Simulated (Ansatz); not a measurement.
**2H-MoTe2 monolayer in a perpendicular field**

Aim: how the 2H-MoTe2 monolayer screens a field along its normal, and what the field does to its bands. A positive field points along +c.

Method: plane-wave DFT, PBE-D4, Ansatz PAW, in Ansatz 0.2.0.

Experimental background.

For MoTe2, 1H hexagonal monolayer (MBE-grown monolayer on HOPG, 1H domain, 9 K), “Electronic Janus lattice and kagome-like bands in coloring-triangular MoTe2 monolayers” (2023, pmc:10562484) gives, by scanning tunneling spectroscopy: band gap (quasiparticle gap from dI/dV spectrum) about 1.9 eV [STS gap of a monolayer on a substrate (screening reduces the gap); 1H regions contain …].

**1. Starting point**

The cell holds 3 atoms: 2 Te and 1 Mo. Cell: a = 3.550 Å, b = 3.550 Å, c = 21.774 Å, α = 90.0°, β = 90.0°, γ = 120.0°. Vacuum lies along c.

As a file:

```cif
data_structure
_symmetry_space_group_name_H-M 'P 1'
_symmetry_Int_Tables_number 1
_cell_length_a 3.5500
_cell_length_b 3.5500
_cell_length_c 21.7741
_cell_angle_alpha 90.000
_cell_angle_beta 90.000
_cell_angle_gamma 120.000
_cell_volume 237.64
loop_
_atom_site_label
_atom_site_type_symbol
_atom_site_fract_x
_atom_site_fract_y
_atom_site_fract_z
_atom_site_occupancy
Te1 Te 0.33333 0.66667 0.41334 1
Mo2 Mo 0.00000 0.00000 0.50000 1
Te3 Te 0.33333 0.66667 0.58666 1
```

**2. Relaxing the slab**

The starting cell is a guess, so the in-plane lattice and the atoms are relaxed first, with the slab cut off from its images along the normal. The program lengthens the vector along the normal by itself, so c and the volume that it reports differ from the typed ones.

input.yaml

```yaml
crystal:
  lattice:
    - [3.55, 0.0, 0.0]
    - [-1.775, 3.0743901834, 0.0]
    - [0.0, 0.0, 21.7741026306]
  atoms:
    - { symbol: Te, position: [0.3333333333, 0.6666666667, 0.4133350592] }
    - { symbol: Mo, position: [0.0, 0.0, 0.5] }
    - { symbol: Te, position: [0.3333333333, 0.6666666667, 0.5866649408] }
  periodic: [true, true, false]
kpoints:
  mp_grid: { grid: [12, 12, 1] }
hamiltonian:
  xc: pbe
  dispersion: d4
scf:
  occupations: { method: fermi_dirac, width: 0.05 }
  convergence: { dr2_threshold: 1.0e-09 }
relax:
  f_tol: 0.004
  max_steps: 90
  cell: {}
output:
  write_potential: true
  write_density: true
  volumetric_format: npy
```

Launch:

```
ansatz run input.yaml --threads 2 --pin off --max-ram 3072MiB --backend cpu --events-out ev --progress --plain --runs-dir out
```

Numbers of over 12 decimals in the logs are rounded to 6 here.

The log of the run:

```text
Warning: crystal.periodic: the lattice vector that does not repeat stood 0.000° off the slab's normal, 21.774 Å along it as the deck builds it. The run solves the slab on a vector along the normal, 31.348 Å long, with every atom where it was (on the deck's vector they left 18.00 Å outside them, and the widest stretch free of ions among them is 1.89 Å). A fractional position that the run reports is one of the run's ce [...]
Warning: relax.cell: scf.convergence.dr2_threshold = 1e-9 eV is looser than the 1.5812284712e-10 eV advised for a relaxation that steers and ends on the stress (1e-10 eV for each atom of the cell: 3, times the square of relax.cell.stress_2d_tol = 0.05 N/m over 13.8 Å (the atoms' height at the walk's start and 5 Å past either face), 3.630e-2 GPa, over a crystal's default 0.05). What an SCF threshold leaves in a stress goes as its square root, and in the free energy as the threshold itself, and one threshold admits the most on a small cell: [figures from the program's tests cut] Set scf.convergence.dr2_threshold to 1.5812284712e-10 eV or tighter. [rest of the remark cut]
crystal.periodic: the lattice vector that does not repeat stood 0.000° off the slab's normal, 21.774 Å along it as the deck builds it. The run solves the slab on a vector along the normal, 31.348 Å long, with every atom where it was (on the deck's vector they left 18.00 Å outside them, and the widest stretch free of ions among them is 1.89 Å). A fractional position that the run reports is one of the run's cell, which [...]
Engine: ansatz 0.2.0, aarch64-unknown-linux-gnu
Pseudopotentials: kind: paw
Pseudopotential: Te, paw, valence charge 16, recommended cutoff 420 eV (normal), Te.paw.azcp
Pseudopotential: Mo, paw, valence charge 14, recommended cutoff 420 eV (normal), Mo.paw.azcp
Functional definition: PBE
  parameter kappa = 0.804
  parameter beta = 0.066725
  exchange = pbe_x(kappa = kappa, mu = beta*pi^2/3)
  correlation = pbe_c(beta = beta)
Crystal: 3 atoms, lattice volume = 342.137 Å³
Basis set: ecut = 420 eV, 6603 PW (Γ), exchange–correlation on 48×48×432 points (8 copies of the dense FFT grid, shifted against one another)
Bands: 28, of which v1, the nominal top of the filled ones, is band 23 counted from 1 (22 counted from 0)
Symmetry: 12 space group operations
Space group: P-6m2 (ITA 187), of the structure as read, at distance tolerance 7.0e-5 Å
k-points: 19 of 144 (time reversal used)
Non-local potential: Te, projectors of the file, l = 0: 2, l = 1: 2, l = 2: 2, l = 3: 2
Non-local potential: Mo, projectors of the file, l = 0: 3, l = 1: 2, l = 2: 2, l = 3: 1
PAW form: soft (Blöchl's): semilocal exchange-correlation on the pseudo side does not see the compensation charge
PAW one-centre angular grid: Te, 590 points (default); XC on 64 Gauss nodes
PAW one-centre angular grid: Mo, 590 points (default); XC on 64 Gauss nodes
Initial density: superposition of atomic densities (neutral atoms: chi_scale 0, normalization atom), corrected by the library's trained network
Initial wavefunctions: pseudopotential atomic-orbital guess
Functional: x = pbe(κ = 0.804, μ = 0.219515), c = pbe(β = 0.066725)
SCF iter   1: F=—  HF=-18917.906184 eV  |F-HF|=—  |Δ(HF+E_count)|=         —  Δρ=2.28e-3  dr2=8.36e-3  ethr=1.77e-3  ⟨swp⟩=15.2  Hψ=3896  notcnv=0
preconditioner: auto → Resta (q_TF=auto, 1.953 Å⁻¹)  ε∞=2.5  [insulator: Δε(μ)=1.090 eV  Ē_g=6.966 eV  σ=0.050 eV  W_gap=1.00  n_scr=18 (ndim 8)  ℏωp=8.5 eV  f_vac=0.748  D(μ)=0.00/eV (n_scr^D=0)  ε∞_Penn≈2.5  vacuum switching on, ρ_ref=3.5e-3 e/Å³]
SCF iter   2: F=—  HF=-18917.913743 eV  |F-HF|=—  |Δ(HF+E_count)|=   7.56e-3  Δρ=1.34e-3  dr2=6.72e-3  ethr=1.82e-5  ⟨swp⟩=3.6  Hψ=1436  notcnv=0  defer=3
SCF iter   3: F=—  HF=-18917.916356 eV  |F-HF|=—  |Δ(HF+E_count)|=   2.61e-3  Δρ=1.25e-3  dr2=1.52e-2  ethr=1.46e-5  ⟨swp⟩=3.2  Hψ=892  notcnv=0  defer=3
SCF iter   4: F=—  HF=-18917.915604 eV  |F-HF|=—  |Δ(HF+E_count)|=   7.52e-4  Δρ=1.50e-4  dr2=6.48e-5  ethr=1.46e-5  ⟨swp⟩=3.0  Hψ=797  notcnv=0  defer=3
SCF iter   5: F=—  HF=-18917.915616 eV  |F-HF|=—  |Δ(HF+E_count)|=   1.14e-5  Δρ=5.96e-5  dr2=7.62e-6  ethr=1.41e-7  ⟨swp⟩=3.8  Hψ=1092  notcnv=0  defer=3
SCF iter   6: F=—  HF=-18917.915626 eV  |F-HF|=—  |Δ(HF+E_count)|=   1.03e-5  Δρ=1.22e-5  dr2=5.86e-7  ethr=1.66e-8  ⟨swp⟩=2.9  Hψ=915  notcnv=0  defer=3
SCF iter   7: F=—  HF=-18917.915723 eV  |F-HF|=—  |Δ(HF+E_count)|=   9.70e-5  Δρ=3.92e-6  dr2=7.56e-8  ethr=1.27e-9  ⟨swp⟩=3.7  Hψ=1201  notcnv=0  defer=3
SCF iter   8: F=—  HF=-18917.915723 eV  |F-HF|=—  |Δ(HF+E_count)|=   8.95e-8  Δρ=8.43e-7  dr2=2.57e-9  ethr=1.64e-10  ⟨swp⟩=3.2  Hψ=889  notcnv=0  defer=3
SCF iter   9: F=-18917.915723 eV  HF=-18917.915723 eV  |F-HF|=2.04e-9  |Δ(HF+E_count)|=   7.99e-9  Δρ=2.49e-7  dr2=1.19e-10  ethr=2.17e-12  ⟨swp⟩=12.6  Hψ=4057  notcnv=0
SCF 1 converged in 9 iterations: F = -18917.915723 eV  dr2 = 1.19e-10
  greatest PAW one-centre occupation: 0.998 electrons in one spin orbital (limit 2), on the Mo atom at site 1 (counted from 0), in its partial waves of l = 0
relax step   1: F+E_penalty+E_count = -18917.91572306 eV  Δ(F+E_penalty+E_count) = +0.000e0 eV  max|allowed force component| = 1.089e0 eV/Å  Δτ_max = 0.0000 Å  P = -3.433 N/m  Ω = 342.137 Å³  fix = [c, alpha, beta]  reactions: c -0.000 N/m  (9 SCF iters, accepted)
Crystal: 3 atoms, lattice volume = 337.210 Å³
Basis set: ecut = 420 eV, 6555 PW (Γ), exchange–correlation on 48×48×432 points (8 copies of the dense FFT grid, shifted against one another)
Initial density: handed on by an earlier stage of this run
Initial wavefunctions: those handed on with the density
iter 1 solved again at ethr=6.54e-4 eV; its pass at ethr=3.10e-3 eV (dr2=3.01e-1 eV) is discarded
SCF iter   1: F=—  HF=-18917.865407 eV  |F-HF|=—  |Δ(HF+E_count)|=         —  Δρ=7.19e-3  dr2=3.05e-1  ethr=6.54e-4  ⟨swp⟩=2.0  Hψ=4122  notcnv=0
preconditioner: auto → Resta (q_TF=auto, 1.957 Å⁻¹)  ε∞=2.3  [insulator: Δε(μ)=0.922 eV  Ē_g=7.516 eV  σ=0.050 eV  W_gap=1.00  n_scr=18 (ndim 8)  ℏωp=8.6 eV  f_vac=0.761  D(μ)=0.00/eV (n_scr^D=0)  ε∞_Penn≈2.3  vacuum switching on, ρ_ref=4.1e-3 e/Å³]
SCF iter   2: F=—  HF=-18917.879166 eV  |F-HF|=—  |Δ(HF+E_count)|=   1.38e-2  Δρ=6.80e-3  dr2=4.66e-1  ethr=6.54e-4  ⟨swp⟩=3.9  Hψ=985  notcnv=0
SCF iter   3: F=—  HF=-18917.823783 eV  |F-HF|=—  |Δ(HF+E_count)|=   5.54e-2  Δρ=2.37e-3  dr2=1.57e-2  ethr=6.54e-4  ⟨swp⟩=3.5  Hψ=1036  notcnv=0  defer=4
SCF iter   4: F=—  HF=-18917.820456 eV  |F-HF|=—  |Δ(HF+E_count)|=   3.33e-3  Δρ=5.32e-4  dr2=6.18e-4  ethr=3.40e-5  ⟨swp⟩=3.1  Hψ=917  notcnv=0  defer=4
[...]
Crystal: 3 atoms, lattice volume = 333.452 Å³
Basis set: ecut = 420 eV, 6483 PW (Γ), exchange–correlation on 48×48×432 points (8 copies of the dense FFT grid, shifted against one another)
iter 1 solved again at ethr=2.70e-4 eV; its pass at ethr=3.10e-3 eV (dr2=1.24e-1 eV) is discarded
SCF iter   1: F=—  HF=-18918.047059 eV  |F-HF|=—  |Δ(HF+E_count)|=         —  Δρ=4.89e-3  dr2=1.19e-1  ethr=2.70e-4  ⟨swp⟩=2.4  Hψ=4157  notcnv=0
preconditioner: auto → Resta (q_TF=auto, 1.961 Å⁻¹)  ε∞=2.4  [insulator: Δε(μ)=1.235 eV  Ē_g=7.300 eV  σ=0.050 eV  W_gap=1.00  n_scr=18 (ndim 8)  ℏωp=8.6 eV  f_vac=0.748  D(μ)=0.00/eV (n_scr^D=0)  ε∞_Penn≈2.4  vacuum switching on, ρ_ref=3.9e-3 e/Å³]
SCF iter   2: F=—  HF=-18918.050991 eV  |F-HF|=—  |Δ(HF+E_count)|=   3.93e-3  Δρ=4.46e-3  dr2=2.15e-1  ethr=2.59e-4  ⟨swp⟩=3.9  Hψ=1027  notcnv=0
SCF iter   3: F=—  HF=-18918.029440 eV  |F-HF|=—  |Δ(HF+E_count)|=   2.16e-2  Δρ=1.87e-3  dr2=1.32e-2  ethr=2.59e-4  ⟨swp⟩=3.3  Hψ=931  notcnv=0  defer=2
SCF iter   4: F=—  HF=-18918.027898 eV  |F-HF|=—  |Δ(HF+E_count)|=   1.54e-3  Δρ=5.54e-4  dr2=5.33e-4  ethr=2.87e-5  ⟨swp⟩=2.9  Hψ=877  notcnv=0  defer=2
SCF iter   5: F=—  HF=-18918.027881 eV  |F-HF|=—  |Δ(HF+E_count)|=   1.66e-5  Δρ=1.39e-4  dr2=1.14e-4  ethr=1.16e-6  ⟨swp⟩=3.6  Hψ=1058  notcnv=0  defer=2
SCF iter   6: F=—  HF=-18918.027867 eV  |F-HF|=—  |Δ(HF+E_count)|=   1.44e-5  Δρ=2.58e-5  dr2=2.62e-6  ethr=2.47e-7  ⟨swp⟩=2.9  Hψ=817  notcnv=0  defer=2
SCF iter   7: F=—  HF=-18918.027993 eV  |F-HF|=—  |Δ(HF+E_count)|=   1.26e-4  Δρ=8.22e-6  dr2=3.12e-7  ethr=5.69e-9  ⟨swp⟩=3.5  Hψ=1181  notcnv=0  defer=2
SCF iter   8: F=—  HF=-18918.027993 eV  |F-HF|=—  |Δ(HF+E_count)|=   2.05e-8  Δρ=2.38e-6  dr2=3.72e-8  ethr=6.79e-10  ⟨swp⟩=3.7  Hψ=1203  notcnv=0  defer=2
SCF iter   9: F=—  HF=-18918.027993 eV  |F-HF|=—  |Δ(HF+E_count)|=   6.29e-9  Δρ=9.61e-7  dr2=4.94e-9  ethr=8.09e-11  ⟨swp⟩=3.6  Hψ=1105  notcnv=0  defer=2
SCF iter  10: F=-18918.027993 eV  HF=-18918.027993 eV  |F-HF|=3.89e-10  |Δ(HF+E_count)|=  4.47e-10  Δρ=2.17e-7  dr2=2.94e-10  ethr=2.17e-12  ⟨swp⟩=12.0  Hψ=3793  notcnv=0
SCF 3 converged in 10 iterations: F = -18918.027993 eV  dr2 = 2.94e-10
relax step   3: F+E_penalty+E_count = -18918.02799299 eV  Δ(F+E_penalty+E_count) = -1.123e-1 eV  max|allowed force component| = 1.890e-1 eV/Å  Δτ_max = 0.0589 Å  P = -0.429 N/m  Ω = 333.452 Å³  energy of the carried Pulay correction = +3.559e-4 eV  fix = [c, alpha, beta]  reactions: c -0.000 N/m  (10 SCF iters, accepted)
[...]
relax step   4: F+E_penalty+E_count = -18918.03063678 eV  Δ(F+E_penalty+E_count) = -2.644e-3 eV  max|allowed force component| = 2.657e-2 eV/Å  Δτ_max = 0.0151 Å  P = +0.067 N/m  Ω = 333.057 Å³  energy of the carried Pulay correction = +3.723e-4 eV  fix = [c, alpha, beta]  reactions: c +0.000 N/m  (8 SCF iters, accepted)
[...]
relax step   5: F+E_penalty+E_count = -18918.03068602 eV  Δ(F+E_penalty+E_count) = -4.925e-5 eV  max|allowed force component| = 1.149e-3 eV/Å  Δτ_max = 0.0019 Å  P = +0.000 N/m  Ω = 333.125 Å³  energy of the carried Pulay correction = +3.695e-4 eV  fix = [c, alpha, beta]  reactions: c +0.000 N/m  (6 SCF iters, accepted)
Initial wavefunctions: pseudopotential atomic-orbital guess (no wavefunctions were taken with the density)
iter 1 solved again at ethr=1.19e-7 eV; its pass at ethr=3.10e-3 eV (dr2=5.47e-5 eV) is discarded
SCF iter   1: F=—  HF=-18918.030163 eV  |F-HF|=—  |Δ(HF+E_count)|=         —  Δρ=1.69e-5  dr2=1.34e-7  ethr=1.19e-7  ⟨swp⟩=6.9  Hψ=6461  notcnv=0
preconditioner: auto → Resta (q_TF=auto, 1.961 Å⁻¹)  ε∞=2.4  [insulator: Δε(μ)=1.189 eV  Ē_g=7.288 eV  σ=0.050 eV  W_gap=1.00  n_scr=18 (ndim 8)  ℏωp=8.6 eV  f_vac=0.751  D(μ)=0.00/eV (n_scr^D=0)  ε∞_Penn≈2.4  vacuum switching on, ρ_ref=3.9e-3 e/Å³]
SCF iter   2: F=—  HF=-18918.030291 eV  |F-HF|=—  |Δ(HF+E_count)|=   1.28e-4  Δρ=8.48e-6  dr2=3.21e-8  ethr=2.90e-10  ⟨swp⟩=4.2  Hψ=1420  notcnv=0
SCF iter   3: F=—  HF=-18918.030291 eV  |F-HF|=—  |Δ(HF+E_count)|=   5.35e-8  Δρ=1.38e-6  dr2=2.12e-9  ethr=6.98e-11  ⟨swp⟩=2.6  Hψ=1042  notcnv=0
SCF iter   4: F=—  HF=-18918.030291 eV  |F-HF|=—  |Δ(HF+E_count)|=   2.83e-9  Δρ=1.07e-6  dr2=1.29e-8  ethr=2.17e-12  ⟨swp⟩=18.2  Hψ=4820  notcnv=0
SCF iter   5: F=-18918.030291 eV  HF=-18918.030291 eV  |F-HF|=7.28e-12  |Δ(HF+E_count)|=   1.42e-9  Δρ=1.10e-7  dr2=8.37e-11  ethr=2.17e-12  ⟨swp⟩=8.9  Hψ=3400  notcnv=0
SCF 6 converged in 5 iterations: F = -18918.030291 eV  dr2 = 8.37e-11
relax step   6: F+E_penalty+E_count = -18918.03029085 eV  Δ(F+E_penalty+E_count) = +3.952e-4 eV  max|allowed force component| = 1.074e-3 eV/Å  Δτ_max = 0.0000 Å  P = +0.002 N/m  Ω = 333.125 Å³  fix = [c, alpha, beta]  reactions: c +0.000 N/m  stress off target by 1.58e-3 N/m on what of the cell is left free  SCF on the basis re-selected at this cell (its energy is not comparable with the rows above)  (5 SCF iters)
basis re-selected at this cell: Δ(F+E_penalty+E_count) = +3.952e-4 eV, ΔP = +0.001 N/m vs the last step (what re-selecting the basis moved, of the pressure what is left beyond the Pulay correction that the steps carried, after the strain that the cell walked since its last selection, with what the two solves' SCF thresholds leave and, on support functions, any second-order correction that the steps lacked; it is no m [...]
SCF converged after 5 iterations
Free energy (F): -18918.030291 eV
Harris-Foulkes:  -18918.030291 eV  (|F-HF|=7.28e-12)
Internal energy: -18918.030290 eV  (E = F + TS)
E sigma→0 (E₀):  -18918.030291 eV
Entropy (-TS):   -0.000001 eV (-0.000 meV/atom)
Fermi energy:    -4.249635 eV
--- Per-component energies (eV) ---
  E_band       = -1360.002390
  E_kinetic    = 804.413140
  E_local      = -111251.042737  (includes V_loc(G=0)·N_el)
  E_nonlocal   = -476.326054
  E_hartree    = 55453.190578
  E_xc         = -432.692007
  E_vxc        = -438.158419  (∫ρ·V_xc dr)
  E_paw        = -12527.007532  (= ΣΔE_a)
  E_vpaw       = -905.270419  (= ΣTr[D̂ρ^β])
  E_aug_tail   = -0.000316  (compensation charges beyond the density's cutoff)
  E_ewald      = 49512.753055
  E_disp       = -1.318416  (pairwise vdW)
  E_smearing   = -0.000001  (= −TS)
  E_closure    = 0.000000  (closes the sum)
  Σ components = -18918.030291   (vs F -18918.030291, Δ=0.00e0)
--- Forces (eV/Å), atoms counted from 1 ---
  atom   1  Te     0.00000000    -0.00000000     0.00107426
  atom   2  Mo     0.00000000     0.00000000     0.00000000
  atom   3  Te     0.00000000    -0.00000000    -0.00107426
  max |Σ_I F_I| component: 2.30e-17 eV/Å
--- 2D stress c σ (N/m, compression-positive) ---
        0.001575       0.000000      -0.000000
       -0.000000       0.001575      -0.000000
       -0.000000      -0.000000       0.000000
  P = ½ c Tr σ = 0.0016 N/m
--- Band table (eV; the first three rows and the last of 19) ---
  k-point 0: bands = [... 19 lower, -6.4317, -5.6518, -5.6518, -5.4068, -1.6252, -1.6252, -1.3487, -1.3487, ... 1 higher]
  k-point 1: bands = [... 19 lower, -6.3495, -5.7821, -5.5919, -5.4071, -2.0402, -1.9382, -1.5654, -1.5471, ... 1 higher]
  k-point 2: bands = [... 19 lower, -6.1167, -6.1025, -5.6732, -5.4655, -2.8391, -2.5825, -2.0616, -1.3795, ... 1 higher]
  k-point 18: bands = [... 19 lower, -7.8652, -7.7605, -6.6294, -4.8291, -3.6396, -3.0087, -2.2191, -0.6575, ... 1 higher]
  the weakly bound empty levels are not read free of the cell's end (no_gap_told)
--- Relaxed structure (5 steps of the walk, 4 accepted, 1 SCFs on fresh bases) ---
  F+E_penalty+E_count = -18918.03029085 eV   max|allowed force component| = 1.074e-3 eV/Å   (the final SCF, on the basis selected at the relaxed cell)
  cell:  # Å, volume = 333.1245 Å³
    - [3.502932, -2.6128202369794172e-18, 0]
    - [-1.751466, 3.033628, 0]
    - [0, 0, 31.348205]
  atoms:
    - { symbol: Te, position: [0.333333, 0.666667, 0.289401] }
    - { symbol: Mo, position: [-4.111937126565903e-18, 3.700743414878658e-17, 0.347294] }
    - { symbol: Te, position: [0.333333, 0.666667, 0.405188] }
```

The job ended after 96 s (2 threads of Arm Neoverse N1, shared host; peak memory 0.56 GiB; 3.1 min of CPU time).

Step by step:

```
step  energy less that of the first step (eV)  largest force component (eV/Å)  volume (Å³)
   1                                   0.0000                          1.0892       342.14
   2                                   0.0952                          1.8767       337.21
   3                                  -0.1123                          0.1890       333.45
   4                                  -0.1149                          0.0266       333.06
   5                                  -0.1150                          0.0011       333.12
  6*                                  -0.1146                          0.0011       333.12
```

Relaxation steps marked * repeat the geometry before them on a plane-wave basis chosen anew for their cell, so energy and pressure can jump there. Relaxation step 2 was tried and not accepted.

The run keeps the 12 symmetry operations that it works with, so distortions that break them were not tested.

```
cell as run  before  after  change
      a (Å)   3.550  3.503  -1.3 %
      b (Å)   3.550  3.503  -1.3 %
```

The atoms that moved most (Å, along periodic axes as changes of fractional coordinates times the final cell, across vacuum about the mean position):

```
atom     dx     dy      dz  length
 Te1  0.000  0.000   0.072   0.072
 Te3  0.000  0.000  -0.072   0.072
```

The relaxed structure:

```xyz
3
Lattice="3.5029 0.0000 0.0000 -1.7515 3.0336 0.0000 0.0000 0.0000 31.3482" Properties=species:S:1:pos:R:3
Te    0.0000    2.0224    9.0722
Mo    0.0000    0.0000   10.8871
Te    0.0000    2.0224   12.7019
```

The lattice constant a goes from 3.550 to 3.503 Å.

(Continued in part 2 of 3.)

[Logs are printed without paths, hosts, clocks, repeated set-up lines and the standing remarks that a program may print on its own settings, such as how far it seeks lower states.]

[Hosts, paths, dates, database ids (printed as entryN), source tags and the programs' standing remarks are cut or masked in the printed files.]

[Maps of the electrostatic potential energy from Ansatz leave out the sawtooth potential of an applied field or a dipole correction, so their vacuum need not be flat; planar profiles and work functions include it.]
